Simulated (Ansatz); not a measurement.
# Y (Fm-3m) in Ansatz: reference runs

How does Y come out in PBE? The cell is run as given and disturbed, then over a range of volumes.

Program: Ansatz 0.2.0. These are calculated values, not measurements. Logs are shortened: lines on timing, memory, paths and dates and some standing lists are left out, and cuts for length are marked.

## 1. The structure

It takes space group Fm-3m (No. 225, cubic). Conventional cell: a = 5.104 Å, b = 5.104 Å, c = 5.104 Å, α = 90.00°, β = 90.00°, γ = 90.00°. Y (site symmetry m-3m) is surrounded by 12 Y at 3.61 Å.

This isn't the form of Y at room conditions, which is hcp.

## 2. Single point, PBE

input.yaml reads:

```yaml
crystal:
  lattice:
    - [0.0, 2.5519910612, 2.5519910612]
    - [2.5519910612, 0.0, 2.5519910612]
    - [2.5519910612, 2.5519910612, 0.0]
  atoms:
    - { symbol: "Y", position: [0.0, 0.0, 0.0] }
hamiltonian:
  xc: pbe
  pseudopotentials: { kind: paw }
kpoints:
  mp_grid: { grid: [9, 9, 9] }
scf:
  occupations: { method: fermi_dirac, width: 0.05 }
output:
  forces: true
  stress: true
  eigenvalues: true
```

Potentials or basis: Ansatz PAW.

On the command line:

```
ansatz run input.yaml --threads 1 --pin off --max-ram 2560MiB --backend cpu --events-out ev --progress --plain --runs-dir out
```

Log:

```text
Warning: RAYON_NUM_THREADS=1 ignored (pool sized by the plan → 1); use --threads N
Engine: ansatz 0.2.0, x86_64-unknown-linux-gnu
Pseudopotentials: kind: paw
Pseudopotential: Y, paw, valence charge 11, recommended cutoff 420 eV (normal), Y.paw.azcp
Functional definition: PBE
  parameter kappa = 0.804
  parameter beta = 0.06672455060314922
  exchange = pbe_x(kappa = kappa, mu = beta*pi^2/3)
  correlation = pbe_c(beta = beta)
Crystal: 1 atoms, lattice volume = 33.240 Å³
Basis set: ecut = 420 eV, 645 PW (Γ), exchange–correlation on 50×50×50 points (8 copies of the dense FFT grid, shifted against one another)
Bands: 10, of which v1, the nominal top of the filled ones, is band 6 counted from 1 (5 counted from 0)
Symmetry: 48 space group operations
Space group: Fm-3m (ITA 225), of the structure as read, at distance tolerance 3.2e-5 Å
k-points: 35 of 729
Non-local potential: Y, projectors of the file, l = 0: 3, l = 1: 2, l = 2: 2, l = 3: 1
PAW form: soft (Blöchl's): semilocal exchange-correlation on the pseudo side does not see the compensation charge
PAW one-centre angular grid: Y, 590 points (default); XC on 64 Gauss nodes
Initial density: superposition of atomic densities (neutral atoms: chi_scale 0, normalization atom), corrected by the library's trained network
Initial wavefunctions: pseudopotential atomic-orbital guess
Functional: x = pbe(κ = 0.804, μ = 0.2195149727645171), c = pbe(β = 0.06672455060314922)
SCF iter   1: F=—  HF=-3848.646861 eV  |F-HF|=—  |Δ(HF+E_count)|=         —  Δρ=1.57e-3  dr2=7.85e-4  ethr=1.77e-3  ⟨swp⟩=5.5  Hψ=2038  notcnv=0
preconditioner: auto → none  [metal: Δε(μ)=0.018 eV  Ē_g=4.321 eV  σ=0.050 eV  W_gap=0.09  n_scr=8 (ndim 8)  ℏωp=11.2 eV  f_vac=0.000  D(μ)=1.75/eV (n_scr^D=14)  sad-step TF]
SCF iter   2: F=—  HF=-3848.646955 eV  |F-HF|=—  |Δ(HF+E_count)|=   9.44e-5  Δρ=1.01e-3  dr2=3.99e-4  ethr=7.14e-6  ⟨swp⟩=2.8  Hψ=805  notcnv=0
SCF iter   3: F=—  HF=-3848.646969 eV  |F-HF|=—  |Δ(HF+E_count)|=   1.41e-5  Δρ=3.55e-4  dr2=3.98e-5  ethr=3.63e-6  ⟨swp⟩=2.5  Hψ=460  notcnv=0
SCF iter   4: F=—  HF=-3848.646955 eV  |F-HF|=—  |Δ(HF+E_count)|=   1.40e-5  Δρ=1.65e-4  dr2=5.72e-6  ethr=3.62e-7  ⟨swp⟩=2.2  Hψ=526  notcnv=0
SCF iter   5: F=—  HF=-3848.646955 eV  |F-HF|=—  |Δ(HF+E_count)|=   2.92e-7  Δρ=4.68e-5  dr2=6.90e-7  ethr=5.20e-8  ⟨swp⟩=2.0  Hψ=542  notcnv=0
SCF iter   6: F=-3848.646955 eV  HF=-3848.646955 eV  |F-HF|=4.05e-8  |Δ(HF+E_count)|=   2.47e-7  Δρ=1.45e-5  dr2=5.81e-8  ethr=9.09e-10  ⟨swp⟩=2.1  Hψ=1235  notcnv=0
SCF 1 converged in 6 iterations: F = -3848.646955 eV  dr2 = 5.81e-8
SCF converged after 6 iterations
Free energy (F): -3848.646955 eV
Harris-Foulkes:  -3848.646955 eV  (|F-HF|=4.05e-8)
Internal energy: -3848.633009 eV  (E = F + TS)
E sigma→0 (E₀):  -3848.639982 eV
Entropy (-TS):   -0.013945 eV (-13.945 meV/atom)
Fermi energy:    9.282522 eV
--- Per-component energies (eV) ---
  E_band       = -123.277415
  E_kinetic    = 304.274116
  E_local      = -618.628248  (includes V_loc(G=0)·N_el)
  E_nonlocal   = 50.161842
  E_hartree    = 196.251108
  E_xc         = -172.764725
  E_vxc        = -198.310629  (∫ρ·V_xc dr)
  E_paw        = -2825.355106  (= ΣΔE_a)
  E_vpaw       = -53.270738  (= ΣTr[D̂ρ^β])
  E_aug_tail   = 0.000004  (compensation charges beyond the density's cutoff)
  E_ewald      = -782.572001
  E_smearing   = -0.013945  (= −TS)
  E_closure    = -0.000000  (closes the sum)
  Σ components = -3848.646955   (vs F -3848.646955, Δ=0.00e0)
--- Forces (eV/Å), atoms counted from 1 ---
  atom   1  Y     -0.00000000     0.00000000    -0.00000000
  max |Σ_I F_I| component: 3.08e-33 eV/Å
--- Stress (GPa, compression-positive) ---
       -0.824221       0.000000       0.000000
        0.000000      -0.824221       0.000000
       -0.000000      -0.000000      -0.824221
  P = ⅓ Tr σ = -0.8242 GPa (-8.242 kbar)
--- Band table (eV; the first three rows and the last of 35) ---
  k-point 0: bands = ["-33.4504", "-13.1751", "-13.1751", "-13.1751", "4.5689", "11.0163", "11.0163", "11.0163", "12.9720", "12.9720"]
  k-point 1: bands = ["-33.4435", "-13.2398", "-13.1834", "-13.1834", "4.8636", "10.7003", "11.1471", "11.1471", "12.8370", "12.8370"]
  k-point 2: bands = ["-33.4259", "-13.3999", "-13.2042", "-13.2042", "5.6568", "10.0973", "11.2847", "11.2847", "12.8441", "12.8441"]
  k-point 34: bands = ["-33.3725", "-13.5524", "-13.4856", "-13.3565", "8.5234", "9.3007", "9.5675", "12.0188", "14.4526", "15.7667"]
```

It took 0.87 s on 1 thread of AMD EPYC 7R43 (Zen 3), shared host; peak memory 0.33 GiB.

Results:

```yaml
Free_energy: -3848.6470 eV
Pressure: -0.8 GPa
Band_gap_on_the_k_mesh: none (metal or under the smearing width)
```

## 3. Single point, PBE (cell strained at random at fixed volume)

input.yaml reads:

```yaml
crystal:
  lattice:
    - [0.026331, 2.560427, 2.584859]
    - [2.559415, 0.046103, 2.565087]
    - [2.579946, 2.561187, 0.025571]
  atoms:
    - { symbol: "Y", position: [0.010339, -0.00228, 0.003137] }
hamiltonian:
  xc: pbe
  pseudopotentials: { kind: paw }
kpoints:
  mp_grid: { grid: [9, 9, 9] }
scf:
  occupations: { method: fermi_dirac, width: 0.05 }
output:
  forces: true
  stress: true
  eigenvalues: true
```

Potentials or basis: Ansatz PAW.

On the command line:

```
ansatz run input.yaml --threads 1 --pin off --max-ram 2560MiB --backend cpu --events-out ev --progress --plain --runs-dir out
```

Log:

```text
Warning: RAYON_NUM_THREADS=1 ignored (pool sized by the plan → 1); use --threads N
[... 8 set-up lines as earlier in the session ...]
Crystal: 1 atoms, lattice volume = 33.240 Å³
Basis set: ecut = 420 eV, 637 PW (Γ), exchange–correlation on 50×50×50 points (8 copies of the dense FFT grid, shifted against one another)
Bands: 10, of which v1, the nominal top of the filled ones, is band 6 counted from 1 (5 counted from 0)
Symmetry: 2 space group operations
Space group: P-1 (ITA 2), of the structure as read, at distance tolerance 3.2e-5 Å
k-points: 365 of 729
[... 6 set-up lines as earlier in the session ...]
SCF iter   1: F=—  HF=-3848.644743 eV  |F-HF|=—  |Δ(HF+E_count)|=         —  Δρ=1.62e-3  dr2=8.47e-4  ethr=1.77e-3  ⟨swp⟩=5.6  Hψ=21147  notcnv=0
preconditioner: auto → none  [metal: Δε(μ)=0.007 eV  Ē_g=4.323 eV  σ=0.050 eV  W_gap=0.04  n_scr=8 (ndim 8)  ℏωp=11.2 eV  f_vac=0.000  D(μ)=1.74/eV (n_scr^D=14)  sad-step TF]
SCF iter   2: F=—  HF=-3848.644802 eV  |F-HF|=—  |Δ(HF+E_count)|=   5.87e-5  Δρ=1.04e-3  dr2=4.28e-4  ethr=7.70e-6  ⟨swp⟩=2.7  Hψ=8388  notcnv=0
SCF iter   3: F=—  HF=-3848.644812 eV  |F-HF|=—  |Δ(HF+E_count)|=   9.87e-6  Δρ=3.66e-4  dr2=4.15e-5  ethr=3.89e-6  ⟨swp⟩=2.3  Hψ=4660  notcnv=0
SCF iter   4: F=—  HF=-3848.644796 eV  |F-HF|=—  |Δ(HF+E_count)|=   1.57e-5  Δρ=1.67e-4  dr2=5.68e-6  ethr=3.78e-7  ⟨swp⟩=2.3  Hψ=5573  notcnv=0
SCF iter   5: F=—  HF=-3848.644796 eV  |F-HF|=—  |Δ(HF+E_count)|=   3.27e-7  Δρ=4.15e-5  dr2=5.20e-7  ethr=5.16e-8  ⟨swp⟩=2.0  Hψ=5694  notcnv=0
SCF iter   6: F=-3848.644796 eV  HF=-3848.644796 eV  |F-HF|=2.64e-8  |Δ(HF+E_count)|=   1.72e-7  Δρ=1.23e-5  dr2=3.97e-8  ethr=9.09e-10  ⟨swp⟩=5.0  Hψ=16938  notcnv=0
SCF 1 converged in 6 iterations: F = -3848.644796 eV  dr2 = 3.97e-8
SCF converged after 6 iterations
Free energy (F): -3848.644796 eV
Harris-Foulkes:  -3848.644796 eV  (|F-HF|=2.64e-8)
Internal energy: -3848.630842 eV  (E = F + TS)
E sigma→0 (E₀):  -3848.637819 eV
Entropy (-TS):   -0.013953 eV (-13.953 meV/atom)
Fermi energy:    9.281497 eV
--- Per-component energies (eV) ---
  E_band       = -123.280511
  E_kinetic    = 304.279531
  E_local      = -618.737191  (includes V_loc(G=0)·N_el)
  E_nonlocal   = 50.164583
  E_hartree    = 196.300603
  E_xc         = -172.765799
  E_vxc        = -198.312287  (∫ρ·V_xc dr)
  E_paw        = -2825.355708  (= ΣΔE_a)
  E_vpaw       = -53.271491  (= ΣTr[D̂ρ^β])
  E_aug_tail   = 0.000003  (compensation charges beyond the density's cutoff)
  E_ewald      = -782.516865
  E_smearing   = -0.013953  (= −TS)
  E_closure    = 0.000000  (closes the sum)
  Σ components = -3848.644796   (vs F -3848.644796, Δ=0.00e0)
--- Forces (eV/Å), atoms counted from 1 ---
  atom   1  Y      0.00000000     0.00000000     0.00000000
  max |Σ_I F_I| component: 0.00e0 eV/Å
--- Stress (GPa, compression-positive) ---
       -0.865747      -0.548858      -0.082006
       -0.548858      -0.673175      -0.527339
       -0.082006      -0.527339      -0.921161
  P = ⅓ Tr σ = -0.8200 GPa (-8.200 kbar)
--- Band table (eV; the first three rows and the last of 365) ---
  k-point 0: bands = ["-33.4508", "-13.1848", "-13.1741", "-13.1664", "4.5693", "10.8771", "10.9986", "11.1664", "12.9292", "13.0248"]
  k-point 1: bands = ["-33.4438", "-13.2397", "-13.1905", "-13.1767", "4.8645", "10.6960", "11.0136", "11.2806", "12.7943", "12.8840"]
  k-point 2: bands = ["-33.4261", "-13.4004", "-13.2102", "-13.1988", "5.6588", "10.0995", "11.1343", "11.4361", "12.8021", "12.8792"]
  k-point 364: bands = ["-33.3880", "-13.6841", "-13.2917", "-13.2509", "7.5684", "9.5622", "10.5084", "11.2078", "14.2595", "14.5977"]
```

Run time: 6.4 s. Hardware: 1 thread of AMD EPYC 7R43 (Zen 3), shared host; peak memory 0.45 GiB.

What came out:

```
Free energy            : -3848.6448 eV
Pressure               : -0.8 GPa
Band gap on the k mesh : none (metal or under the smearing width)
```

Stress tensor (GPa, compression positive):
```
-0.87 -0.55 -0.08
-0.55 -0.67 -0.53
-0.08 -0.53 -0.92
```

## 4. Single point, PBE, 31.25 Å³/atom (volume scaled by 0.94)

input.yaml reads:

```yaml
crystal:
  lattice:
    - [0.0, 2.4998949931, 2.4998949931]
    - [2.4998949931, 0.0, 2.4998949931]
    - [2.4998949931, 2.4998949931, 0.0]
  atoms:
    - { symbol: "Y", position: [0.0, 0.0, 0.0] }
hamiltonian:
  xc: pbe
  pseudopotentials: { kind: paw }
kpoints:
  mp_grid: { grid: [9, 9, 9] }
scf:
  occupations: { method: fermi_dirac, width: 0.05 }
output:
  forces: true
  stress: true
  eigenvalues: true
```

On the command line:

```
ansatz run input.yaml --threads 1 --pin off --max-ram 2560MiB --backend cpu --events-out ev --progress --plain --runs-dir out
```

It took 0.87 s on 1 thread of AMD EPYC 7R43 (Zen 3), shared host; peak memory 0.32 GiB.

It converged, with:

- Free energy: -3848.6424 eV
- Pressure: 1.7 GPa
- Band gap on the k mesh: none (metal or under the smearing width)

## 5. Single point, PBE, 31.91 Å³/atom (volume scaled by 0.96)

input.yaml reads:

```yaml
crystal:
  lattice:
    - [0.0, 2.5175004675, 2.5175004675]
    - [2.5175004675, 0.0, 2.5175004675]
    - [2.5175004675, 2.5175004675, 0.0]
  atoms:
    - { symbol: "Y", position: [0.0, 0.0, 0.0] }
hamiltonian:
  xc: pbe
  pseudopotentials: { kind: paw }
kpoints:
  mp_grid: { grid: [9, 9, 9] }
scf:
  occupations: { method: fermi_dirac, width: 0.05 }
output:
  forces: true
  stress: true
  eigenvalues: true
  write_density: true
  write_potential: true
  elf: true
  volumetric_format: npy
```

On the command line:

```
ansatz run input.yaml --threads 1 --pin off --max-ram 2560MiB --backend cpu --events-out ev --progress --plain --runs-dir out
```

Wall time 1.2 s (1 thread of AMD EPYC 7R43 (Zen 3), shared host); peak memory 0.32 GiB.

Results (log left out):

| Quantity | Value |
| --- | --- |
| Free energy | -3848.6474 eV |
| Pressure | 0.8 GPa |
| Band gap on the k mesh | none (metal or under the smearing width) |

## 6. Single point, PBE, 32.58 Å³/atom (volume scaled by 0.98)

input.yaml: that of step 5 with these lines changed.

```diff
@@ -2,5 +2,5 @@
   lattice:
-    - [0.0, 2.5175004675, 2.5175004675]
-    - [2.5175004675, 0.0, 2.5175004675]
-    - [2.5175004675, 2.5175004675, 0.0]
+    - [0.0, 2.5348630883, 2.5348630883]
+    - [2.5348630883, 0.0, 2.5348630883]
+    - [2.5348630883, 2.5348630883, 0.0]
   atoms:
```

Potentials or basis: Ansatz PAW.

On the command line:

```
ansatz run input.yaml --threads 1 --pin off --max-ram 2560MiB --backend cpu --events-out ev --progress --plain --runs-dir out
```

It took 1.2 s on 1 thread of AMD EPYC 7R43 (Zen 3), shared host; peak memory 0.33 GiB.

Results (log left out):

```
Free energy            : -3848.6488 eV
Pressure               : -0.1 GPa
Band gap on the k mesh : none (metal or under the smearing width)
```

## 7. Single point, PBE, 33.24 Å³/atom

input.yaml reads:

```yaml
crystal:
  lattice:
    - [0.0, 2.5519910612, 2.5519910612]
    - [2.5519910612, 0.0, 2.5519910612]
    - [2.5519910612, 2.5519910612, 0.0]
  atoms:
    - { symbol: "Y", position: [0.0, 0.0, 0.0] }
hamiltonian:
  xc: pbe
  pseudopotentials: { kind: paw }
kpoints:
  mp_grid: { grid: [9, 9, 9] }
scf:
  occupations: { method: fermi_dirac, width: 0.05 }
output:
  forces: true
  stress: true
  eigenvalues: true
```

On the command line:

```
ansatz run input.yaml --threads 1 --pin off --max-ram 2560MiB --backend cpu --events-out ev --progress --plain --runs-dir out
```

Wall time 0.9 s (1 thread of AMD EPYC 7R43 (Zen 3), shared host); peak memory 0.33 GiB.

It converged, with:

| Property | Result |
| --- | --- |
| Free energy | -3848.6470 eV |
| Pressure | -0.8 GPa |
| Band gap on the k mesh | none (metal or under the smearing width) |

## 8. Single point, PBE, 33.91 Å³/atom (volume scaled by 1.02)

input.yaml: that of step 7 with these lines changed.

```diff
@@ -2,5 +2,5 @@
   lattice:
-    - [0.0, 2.5519910612, 2.5519910612]
-    - [2.5519910612, 0.0, 2.5519910612]
-    - [2.5519910612, 2.5519910612, 0.0]
+    - [0.0, 2.5688921568, 2.5688921568]
+    - [2.5688921568, 0.0, 2.5688921568]
+    - [2.5688921568, 2.5688921568, 0.0]
   atoms:
```

On the command line:

```
ansatz run input.yaml --threads 1 --pin off --max-ram 2560MiB --backend cpu --events-out ev --progress --plain --runs-dir out
```

Run time: 0.86 s. Hardware: 1 thread of AMD EPYC 7R43 (Zen 3), shared host; peak memory 0.33 GiB.

Results (log left out):

| Item | Value |
| --- | --- |
| Free energy | -3848.6421 eV |
| Pressure | -1.5 GPa |
| Band gap on the k mesh | none (metal or under the smearing width) |

## 9. Single point, PBE, 34.57 Å³/atom (volume scaled by 1.04)

input.yaml: that of step 8 with these lines changed.

```diff
@@ -2,5 +2,5 @@
   lattice:
-    - [0.0, 2.5688921568, 2.5688921568]
-    - [2.5688921568, 0.0, 2.5688921568]
-    - [2.5688921568, 2.5688921568, 0.0]
+    - [0.0, 2.5855737421, 2.5855737421]
+    - [2.5855737421, 0.0, 2.5855737421]
+    - [2.5855737421, 2.5855737421, 0.0]
   atoms:
```

Potentials or basis: Ansatz PAW.

On the command line:

```
ansatz run input.yaml --threads 1 --pin off --max-ram 2560MiB --backend cpu --events-out ev --progress --plain --runs-dir out
```

It took 0.92 s on 1 thread of AMD EPYC 7R43 (Zen 3), shared host; peak memory 0.3 GiB.

Results (log left out):

```yaml
Free_energy: -3848.6344 eV
Pressure: -2.2 GPa
Band_gap_on_the_k_mesh: none (metal or under the smearing width)
```

## 10. Single point, PBE, 35.23 Å³/atom (volume scaled by 1.06)

input.yaml reads:

```yaml
crystal:
  lattice:
    - [0.0, 2.6020428087, 2.6020428087]
    - [2.6020428087, 0.0, 2.6020428087]
    - [2.6020428087, 2.6020428087, 0.0]
  atoms:
    - { symbol: "Y", position: [0.0, 0.0, 0.0] }
hamiltonian:
  xc: pbe
  pseudopotentials: { kind: paw }
kpoints:
  mp_grid: { grid: [9, 9, 9] }
scf:
  occupations: { method: fermi_dirac, width: 0.05 }
output:
  forces: true
  stress: true
  eigenvalues: true
  write_density: true
  write_potential: true
  elf: true
  volumetric_format: npy
```

On the command line:

```
ansatz run input.yaml --threads 1 --pin off --max-ram 2560MiB --backend cpu --events-out ev --progress --plain --runs-dir out
```

Wall time 1.4 s (1 thread of AMD EPYC 7R43 (Zen 3), shared host); peak memory 0.33 GiB.

The run converged. Its results:

```yaml
Free_energy: -3848.6241 eV
Pressure: -2.8 GPa
Band_gap_on_the_k_mesh: none (metal or under the smearing width)
```

## 11. Equation of state, PBE

This step only gathers the single runs of the series.

Results:

```
Equilibrium volume                      : 32.52 Å³/atom
Bulk modulus                            : 39 GPa
Pressure derivative of the bulk modulus : 3.0
```

Energy against volume, from the lowest point:
| volume (Å³/atom) | energy (meV/atom) |
| --- | --- |
| 31.246 | 6.43 |
| 31.911 | 1.43 |
| 32.576 | 0.00 |
| 33.240 | 1.86 |
| 33.905 | 6.76 |
| 34.570 | 14.44 |
| 35.235 | 24.71 |

## 12. The runs side by side

```tsv
task	cell	gap on the mesh (eV)	pressure (GPa)
single point	as given	none	-0.8
single point	cell strained at random at fixed volume	none	-0.8
equation of state	as given	-	-
```

Alike in all rows: level PBE; potentials or basis Ansatz PAW; no spin polarisation; k mesh 9 × 9 × 9; cutoff (eV) 420; smearing fermi-dirac 0.05 eV.

Absolute energies hang on the potentials; compare differences alone.
